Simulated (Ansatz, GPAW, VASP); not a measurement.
# One calculation of V, 3 ways

```
V
1.0
    -1.51435    1.51435    1.51435
     1.51435   -1.51435    1.51435
     1.51435    1.51435   -1.51435
V
1
Direct
  0.00000 0.00000 0.00000
```

Alike in all runs: task single point; functional PBE; k mesh 12 × 12 × 12; occupations gaussian, width 0.026 eV; collinear spin, ferromagnetic start; no spin-orbit coupling. Pressure is positive in compression and, in plane waves, holds the error of the finite cutoff.

```json
{"program and potentials": "VASP, PBE PAW files V_sv, 520 eV", "plane-wave cutoff (eV)": "520", "notes": "-", "band gap (eV)": "no gap", "pressure (GPa)": "-5.05", "net moment per atom (μB)": "0.13"}
{"program and potentials": "GPAW, GPAW PAW data sets (gpaw-data 1.2.1)", "plane-wave cutoff (eV)": "600", "notes": "-", "band gap (eV)": "no gap", "pressure (GPa)": "-4.20", "net moment per atom (μB)": "0.11"}
{"program and potentials": "Ansatz, all-electron LAPW, scalar-relativistic", "plane-wave cutoff (eV)": "-", "notes": "-", "band gap (eV)": "no gap", "pressure (GPa)": "-5.31", "net moment per atom (μB)": "0.12"}
```

None finds a gap. The pressure spans -5.31 (Ansatz, all-electron LAPW, scalar-relativistic) to -4.20 GPa (GPAW, GPAW PAW data sets (gpaw-data 1.2.1)), with all-electron results at -5.31. The net moment per atom spans 0.11 (GPAW, GPAW PAW data sets (gpaw-data 1.2.1)) to 0.13 μB (VASP, PBE PAW files V_sv, 520 eV), with all-electron results at 0.12. The state is the one that the start led to, which needn't be the lowest.

Differences between rows come from potentials, basis sets and numerical settings, since the functional is the same but for its coding. Runs on potential files found faulty are left out.
